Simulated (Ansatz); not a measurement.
# TaN (P1) in Ansatz: convergence with wavefunction cutoff

Aim: find how far wavefunction cutoff must go before the results for TaN settle, at PBE+U. This setting moves, with any that are tied to it; all else stays.

All numbers are computed with Ansatz 0.2.0; they aren't measurements. Logs are shortened: lines on timing, memory, paths and dates and some standing lists are left out, and cuts for length are marked.

## 1. The cell of the first run

The typed cell holds 2 atoms: a = 2.938 Å, b = 2.938 Å, c = 2.883 Å, α = 90.00°, β = 90.00°, γ = 120.00°.

The cell isn't the ideal one: atoms moved at random, drawn with an rms of 0.05 Å.

## 2. With wavefunction cutoff 200 eV

Input file input.yaml:

```yaml
crystal:
  lattice:
    - [2.938, 0.0, 0.0]
    - [-1.469, 2.5443826363, 0.0]
    - [0.0, 0.0, 2.883]
  atoms:
    - { symbol: Ta, position: [0.011444, 0.008329, 0.483264] }
    - { symbol: "N", position: [0.652555, 0.338806, 0.005873] }
hamiltonian:
  xc: pbe
  pseudopotentials: { kind: paw }
  hubbard: { sites: [{ species: Ta, l: d, u_eff: 7.0 }] }
kpoints:
  mp_grid: { grid: [8, 8, 7] }
scf:
  occupations: { method: fermi_dirac, width: 0.1 }
output:
  forces: true
  stress: true
  eigenvalues: true
basis:
  ecutwfc: "200 eV"
```

Potentials or basis: Ansatz PAW.

Run with:

```sh
ansatz run input.yaml --threads 2 --pin off --max-ram 5632MiB --backend cpu --events-out ev --progress --plain --runs-dir out
```

It took 12 s on 2 threads of Intel Xeon at 2.50GHz (Skylake/Cascade Lake), shared host; peak memory 0.32 GiB.

What came out:

```yaml
Free_energy: -10306.3000 eV
Pressure: 11.6 GPa
Largest_force: 1.579 eV/Å
Band_gap_on_the_k_mesh: 0.26 eV, direct
```

## 3. With wavefunction cutoff 250 eV

Edit input.yaml of step 2 so:

```diff
@@ -21,2 +21,2 @@
 basis:
-  ecutwfc: "200 eV"
+  ecutwfc: "250 eV"
```

Potentials or basis: Ansatz PAW.

Run with:

```sh
ansatz run input.yaml --threads 2 --pin off --max-ram 5632MiB --backend cpu --events-out ev --progress --plain --runs-dir out
```

Run time: 13 s. Hardware: 2 threads of Intel Xeon at 2.50GHz (Skylake/Cascade Lake), shared host; peak memory 0.34 GiB.

Results:

```
Free energy            : -10309.4612 eV
Pressure               : 12.6 GPa
Largest force          : 1.291 eV/Å
Band gap on the k mesh : 0.27 eV, direct
```

## 4. With wavefunction cutoff 300 eV

Edit input.yaml of step 3 so:

```diff
@@ -21,2 +21,2 @@
 basis:
-  ecutwfc: "250 eV"
+  ecutwfc: "300 eV"
```

Run with:

```sh
ansatz run input.yaml --threads 2 --pin off --max-ram 5632MiB --backend cpu --events-out ev --progress --plain --runs-dir out
```

Wall time 17 s (2 threads of Intel Xeon at 2.50GHz (Skylake/Cascade Lake), shared host); peak memory 0.36 GiB.

What came out:

| Property | Result |
| --- | --- |
| Free energy | -10310.3027 eV |
| Pressure | 14.0 GPa |
| Largest force | 1.342 eV/Å |
| Band gap on the k mesh | 0.27 eV, direct |

## 5. With wavefunction cutoff 350 eV

Edit input.yaml of step 4 so:

```diff
@@ -21,2 +21,2 @@
 basis:
-  ecutwfc: "300 eV"
+  ecutwfc: "350 eV"
```

Run with:

```sh
ansatz run input.yaml --threads 2 --pin off --max-ram 5632MiB --backend cpu --events-out ev --progress --plain --runs-dir out
```

Run time: 19 s. Hardware: 2 threads of Intel Xeon at 2.50GHz (Skylake/Cascade Lake), shared host; peak memory 0.38 GiB.

What came out:

- Free energy: -10310.5279 eV
- Pressure: 14.0 GPa
- Largest force: 1.351 eV/Å
- Band gap on the k mesh: 0.27 eV, direct

## 6. With wavefunction cutoff 400 eV

Edit input.yaml of step 5 so:

```diff
@@ -21,2 +21,2 @@
 basis:
-  ecutwfc: "350 eV"
+  ecutwfc: "400 eV"
```

Potentials or basis: Ansatz PAW.

Run with:

```sh
ansatz run input.yaml --threads 2 --pin off --max-ram 5632MiB --backend cpu --events-out ev --progress --plain --runs-dir out
```

It took 19 s on 2 threads of Intel Xeon at 2.50GHz (Skylake/Cascade Lake), shared host; peak memory 0.4 GiB.

The run converged. Its results:

```
Free energy            : -10310.5841 eV
Pressure               : 13.9 GPa
Largest force          : 1.355 eV/Å
Band gap on the k mesh : 0.27 eV, direct
```

## 7. With wavefunction cutoff 450 eV

Edit input.yaml of step 6 so:

```diff
@@ -21,2 +21,2 @@
 basis:
-  ecutwfc: "400 eV"
+  ecutwfc: "450 eV"
```

Run with:

```sh
ansatz run input.yaml --threads 2 --pin off --max-ram 5632MiB --backend cpu --events-out ev --progress --plain --runs-dir out
```

Wall time 22 s (2 threads of Intel Xeon at 2.50GHz (Skylake/Cascade Lake), shared host); peak memory 0.41 GiB.

Results (log left out):

| Quantity | Value |
| --- | --- |
| Free energy | -10310.5945 eV |
| Pressure | 13.9 GPa |
| Largest force | 1.355 eV/Å |
| Band gap on the k mesh | 0.27 eV, direct |

## 8. With wavefunction cutoff 500 eV

Edit input.yaml of step 7 so:

```diff
@@ -21,2 +21,2 @@
 basis:
-  ecutwfc: "450 eV"
+  ecutwfc: "500 eV"
```

Run with:

```sh
ansatz run input.yaml --threads 2 --pin off --max-ram 5632MiB --backend cpu --events-out ev --progress --plain --runs-dir out
```

Run time: 20 s. Hardware: 2 threads of Intel Xeon at 2.50GHz (Skylake/Cascade Lake), shared host; peak memory 0.42 GiB.

It converged, with:

| Item | Value |
| --- | --- |
| Free energy | -10310.5955 eV |
| Pressure | 13.9 GPa |
| Largest force | 1.355 eV/Å |
| Band gap on the k mesh | 0.27 eV, direct |

## 9. With wavefunction cutoff 600 eV

Edit input.yaml of step 8 so:

```diff
@@ -21,2 +21,2 @@
 basis:
-  ecutwfc: "500 eV"
+  ecutwfc: "600 eV"
```

Potentials or basis: Ansatz PAW.

Run with:

```sh
ansatz run input.yaml --threads 2 --pin off --max-ram 5632MiB --backend cpu --events-out ev --progress --plain --runs-dir out
```

Run time: 25 s. Hardware: 2 threads of Intel Xeon at 2.50GHz (Skylake/Cascade Lake), shared host; peak memory 0.47 GiB.

The run converged. Its results:

```
Free energy            : -10310.5961 eV
Pressure               : 13.9 GPa
Largest force          : 1.355 eV/Å
Band gap on the k mesh : 0.27 eV, direct
```

## 10. With wavefunction cutoff 800 eV

Edit input.yaml of step 9 so:

```diff
@@ -21,2 +21,2 @@
 basis:
-  ecutwfc: "600 eV"
+  ecutwfc: "800 eV"
```

Potentials or basis: Ansatz PAW.

Run with:

```sh
ansatz run input.yaml --threads 2 --pin off --max-ram 5632MiB --backend cpu --events-out ev --progress --plain --runs-dir out
```

What it wrote:

```text
Warning: RAYON_NUM_THREADS=2 ignored (pool sized by the plan → 2); use --threads N
Ta: projections on atomic orbitals take those of the free atom [Kr 4d10 4f14] 5s2 5p6 5d3 6s2, of charge +0.00 (hamiltonian.pseudopotentials.projection_atoms); the dataset's partial waves leave at most 6.0e-5 of an orbital's norm unspanned inside its sphere
N: projections on atomic orbitals take those of the free atom [He] 2s2 2p3, of charge +0.00 (hamiltonian.pseudopotentials.projection_atoms); the dataset's partial waves leave at most 9.3e-9 of an orbital's norm unspanned inside its sphere
Engine: ansatz 0.2.0, x86_64-unknown-linux-gnu
Pseudopotentials: kind: paw
Pseudopotential: Ta, paw, valence charge 13, recommended cutoff 420 eV (normal), Ta.paw.azcp
Pseudopotential: N, paw, valence charge 5, recommended cutoff 420 eV (normal), N.paw.azcp
Functional definition: PBE
  parameter kappa = 0.804
  parameter beta = 0.06672455060314922
  exchange = pbe_x(kappa = kappa, mu = beta*pi^2/3)
  correlation = pbe_c(beta = beta)
Crystal: 2 atoms, lattice volume = 21.552 Å³
Basis set: ecut = 800 eV, 1117 PW (Γ), exchange–correlation on 60×60×54 points (8 copies of the dense FFT grid, shifted against one another)
Bands: 13, of which v1, the nominal top of the filled ones, is band 9 counted from 1 (8 counted from 0)
Symmetry: 1 space group operations
Space group: P1 (ITA 1), of the structure as read, at distance tolerance 2.8e-5 Å
k-points: 226 of 448 (time reversal used)
Non-local potential: Ta, projectors of the file, l = 0: 3, l = 1: 2, l = 2: 2, l = 3: 1
Non-local potential: N, projectors of the file, l = 0: 2, l = 1: 2, l = 2: 1
PAW form: soft (Blöchl's): semilocal exchange-correlation on the pseudo side does not see the compensation charge
PAW one-centre angular grid: Ta, 590 points (default); XC on 64 Gauss nodes
PAW one-centre angular grid: N, 110 points (default); XC on 64 Gauss nodes
Initial density: superposition of atomic densities (chi_scale 0.1, normalization cell, long waves kept (reshape's long-wave potential 0.00 eV rms))
Initial wavefunctions: pseudopotential atomic-orbital guess
Functional: x = pbe(κ = 0.804, μ = 0.2195149727645171), c = pbe(β = 0.06672455060314922)
SCF iter   1: F=—  HF=-10310.375098 eV  |F-HF|=—  |Δ(HF+E_count)|=         —  Δρ=7.65e-2  dr2=1.22e0  ethr=3.10e-3  ⟨swp⟩=5.6  Hψ=14473  notcnv=0
preconditioner: auto → none  [metal: Δε(μ)=0.076 eV  Ē_g=11.773 eV  σ=0.100 eV  W_gap=0.19  n_scr=8 (ndim 8)  ℏωp=25.3 eV  f_vac=0.000  D(μ)=0.06/eV (n_scr^D=0)  sad-step TF]
SCF iter   2: F=—  HF=-10310.406341 eV  |F-HF|=—  |Δ(HF+E_count)|=   3.12e-2  Δρ=3.65e-2  dr2=1.42e-1  ethr=3.10e-3  ⟨swp⟩=2.4  Hψ=6112  notcnv=0
SCF iter   3: F=—  HF=-10310.584766 eV  |F-HF|=—  |Δ(HF+E_count)|=   1.78e-1  Δρ=1.94e-2  dr2=8.48e-2  ethr=7.88e-4  ⟨swp⟩=2.1  Hψ=5588  notcnv=0
SCF iter   4: F=—  HF=-10310.592825 eV  |F-HF|=—  |Δ(HF+E_count)|=   8.06e-3  Δρ=3.49e-3  dr2=1.47e-3  ethr=4.71e-4  ⟨swp⟩=2.0  Hψ=4896  notcnv=0
SCF iter   5: F=—  HF=-10310.596094 eV  |F-HF|=—  |Δ(HF+E_count)|=   3.27e-3  Δρ=1.23e-3  dr2=3.34e-4  ethr=8.16e-6  ⟨swp⟩=2.4  Hψ=6220  notcnv=0
SCF iter   6: F=—  HF=-10310.596497 eV  |F-HF|=—  |Δ(HF+E_count)|=   4.03e-4  Δρ=3.56e-4  dr2=2.80e-5  ethr=1.86e-6  ⟨swp⟩=2.4  Hψ=4866  notcnv=0
SCF iter   7: F=—  HF=-10310.596514 eV  |F-HF|=—  |Δ(HF+E_count)|=   1.68e-5  Δρ=1.46e-4  dr2=5.98e-6  ethr=1.56e-7  ⟨swp⟩=2.0  Hψ=4691  notcnv=0
SCF iter   8: F=-10310.596511 eV  HF=-10310.596511 eV  |F-HF|=7.29e-9  |Δ(HF+E_count)|=   2.42e-6  Δρ=2.23e-5  dr2=9.32e-8  ethr=5.56e-10  ⟨swp⟩=5.0  Hψ=17171  notcnv=0
SCF 1 converged in 8 iterations: F = -10310.596511 eV  dr2 = 9.32e-8
SCF converged after 8 iterations
Free energy (F): -10310.596511 eV
Harris-Foulkes:  -10310.596511 eV  (|F-HF|=7.29e-9)
Internal energy: -10310.594988 eV  (E = F + TS)
E sigma→0 (E₀):  -10310.595750 eV
Entropy (-TS):   -0.001524 eV (-0.762 meV/atom)
Fermi energy:    20.756454 eV
--- Per-component energies (eV) ---
  E_band       = -49.600074
  E_kinetic    = 500.620850
  E_local      = -604.851124  (includes V_loc(G=0)·N_el)
  E_nonlocal   = 59.749525
  E_hartree    = 203.930518
  E_xc         = -280.391171
  E_vxc        = -282.936166  (∫ρ·V_xc dr)
  E_hubbard    = 7.692396  (on-site DFT+U / exact-exchange correction)
  E_vhub       = 2.625469  (the Hubbard potential's part of the band-sum identity)
  E_paw        = -8524.259592  (= ΣΔE_a)
  E_vpaw       = -132.669532  (= ΣTr[D̂ρ^β])
  E_aug_tail   = 0.000000  (compensation charges beyond the density's cutoff)
  E_ewald      = -1673.086389
  E_smearing   = -0.001524  (= −TS)
  E_closure    = -0.000000  (closes the sum)
  Σ components = -10310.596511   (vs F -10310.596511, Δ=0.00e0)
--- Forces (eV/Å), atoms counted from 1 ---
  atom   1  Ta    -0.92665619    -0.12338886     0.98074324
  atom   2  N      0.92649821     0.12333075    -0.98050061
  max |Σ_I F_I| component: 2.43e-4 eV/Å
--- Stress (GPa, compression-positive) ---
       15.443328       2.126080      -1.630769
        2.126079      14.256194      -0.300411
       -1.630768      -0.300412      11.930898
  P = ⅓ Tr σ = 13.8768 GPa (138.768 kbar)
--- Band table (eV; the first three rows and the last of 226) ---
  k-point 0: bands = ["-48.5017", "-14.7722", "-14.5831", "-14.5799", "2.7755", "15.5680", "16.0929", "16.2340", "17.8108", "22.4483", "23.9543", "24.6595", "25.7779"]
  k-point 1: bands = ["-48.4927", "-14.9541", "-14.5688", "-14.5642", "3.1860", "14.7047", "16.2900", "16.2955", "18.5288", "22.5533", "23.2124", "23.6323", "26.2694"]
  k-point 2: bands = ["-48.4738", "-15.3423", "-14.5370", "-14.5293", "4.2102", "12.8060", "16.5845", "16.8427", "20.4106", "21.3282", "21.8939", "24.7570", "25.5535"]
  k-point 225: bands = ["-48.3732", "-15.4414", "-15.3897", "-14.7159", "5.4387", "13.0869", "14.5663", "15.4075", "20.2601", "24.7762", "25.9128", "26.2141", "28.5375"]
Occupation matrices written to <dir>
```

occupation_matrices:

```text
# The occupation matrices of the corrected shells as a run of Ansatz 0.0.0 ended. An entry of
# hamiltonian.hubbard.sites starts from them by `starting_ns: <path of this file>`, where that key's refused
# combinations let it.
# Free energy -10310.596511 eV.
# projection_atom_Ta: [Kr 4d10 4f14] 5s2 5p6 5d3 6s2
# projection_atom_N: [He] 2s2 2p3
format: ansatz-occupation-matrices/1
state: converged
spin: unpolarized
projectors: all-electron-ortho-atomic
projection_frame: null
lattice: # Å
  - [2.938, 0.0, 0.0]
  - [-1.469, 2.5443826363, 0.0]
  - [0.0, 0.0, 2.883]
atoms: # fractions of the lattice vectors
  - {symbol: Ta, position: [0.011444, 0.008329, 0.483264]}
  - {symbol: N, position: [0.652555, 0.338806, 0.005873]}
sites: # a site counts the atoms from 0
  - {site: 0, l: d, shell: 5, starting_ns: [{spin: up, occupation_matrix: site0_d}]} # 3.646 electrons, filled orbitals 0
occupation_matrices: # on the real harmonics m = 0, +1, -1, ... of the Cartesian axes; of spinors up first
  site0_d:
    matrix:
      - [0.5229211575078253, -0.00019986829878452747, -2.5020967583940648e-5, 0.0005384427520394599, 0.005152469544975]
      - [-0.00019986829878452747, 0.2451946506080535, 0.012902577390188968, 0.0006817323441447455, 0.013539204747730833]
      - [-2.5020967583940648e-5, 0.012902577390188968, 0.2416872752724575, 0.013476100567456161, 0.0007010987985623717]
      - [0.0005384427520394599, 0.0006817323441447455, 0.013476100567456161, 0.4034755919956101, 0.012014352395474668]
      - [0.005152469544975, 0.013539204747730833, 0.0007010987985623717, 0.012014352395474668, 0.40952594569527284]
```

It took 29 s on 2 threads of Intel Xeon at 2.50GHz (Skylake/Cascade Lake), shared host; peak memory 0.55 GiB.

What came out:

```yaml
Free_energy: -10310.5965 eV
Pressure: 13.9 GPa
Largest_force: 1.355 eV/Å
Band_gap_on_the_k_mesh: 0.27 eV, direct
```

## 11. Summary

```csv
wavefunction cutoff,"energy less the tightest run, at zero smearing (meV/atom)",pressure (GPa),largest force (eV/Å),gap on the mesh (eV),SCF cycles,CPU time (s),peak memory (GiB)
200 eV,2148.33,11.64,1.579,0.259,9,20,0.32
250 eV,567.65,12.63,1.291,0.269,8,20,0.34
300 eV,146.88,14.04,1.342,0.266,9,23,0.36
350 eV,34.29,14.02,1.351,0.265,8,25,0.38
400 eV,6.20,13.89,1.355,0.265,8,27,0.4
450 eV,1.01,13.88,1.355,0.265,8,29,0.41
500 eV,0.49,13.88,1.355,0.266,8,30,0.42
600 eV,0.23,13.88,1.355,0.266,8,35,0.47
800 eV,0.00,13.88,1.355,0.266,8,47,0.55
```

Against the tightest run, the energy stays within 1 meV/atom from 500 eV on; the pressure stays within 0.1 GPa from 400 eV on; the largest force stays within 0.005 eV/Å from 350 eV on; the gap on the mesh stays within 0.01 eV from 200 eV on. The tightest run that finished is the yardstick and may itself not be fully converged.

Caveats: odd divisions of the mesh miss points on the zone boundary, where band edges often lie, so the gap on the mesh can be too wide; spin-orbit coupling is left out, which moves the levels of the heavy elements.
